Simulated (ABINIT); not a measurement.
Crystal: Rh.

```xyz
1
Lattice="0.0000 1.8979 1.8979 1.8979 0.0000 1.8979 1.8979 1.8979 0.0000" Properties=species:S:1:pos:R:3 pbc="T T T"
Rh    0.0000    0.0000    0.0000
```

Base run:

| Property | Result |
| --- | --- |
| Program | ABINIT 10.8.3 (patched build) |
| Functional | AM05 |
| Potentials or basis | JTH PAW PBE v2.0 |
| Cutoff | 544 eV |
| k mesh | 12 × 12 × 12 |
| Occupations | fermi-dirac, width 0.05 eV |
| Spin | no spin polarisation |

Its results: band gap on the k mesh none (metal or under the smearing width); pressure -5.1 GPa.

Problem. After a change of settings the same cell gave: band gap on the k mesh none (metal or under the smearing width); pressure -3.1 GPa. Which change was it?
A. functional from AM05 to rPW86PBE
B. functional from AM05 to revPBE
C. functional from AM05 to PBEsol; k mesh from 12 × 12 × 12 to 10 × 10 × 10
D. functional from AM05 to BP86; spin from no spin polarisation to spin-orbit coupling, no magnetisation

Solution. C.

Caveats: the PAW data sets were made with another functional, which shifts forces and pressure a little.
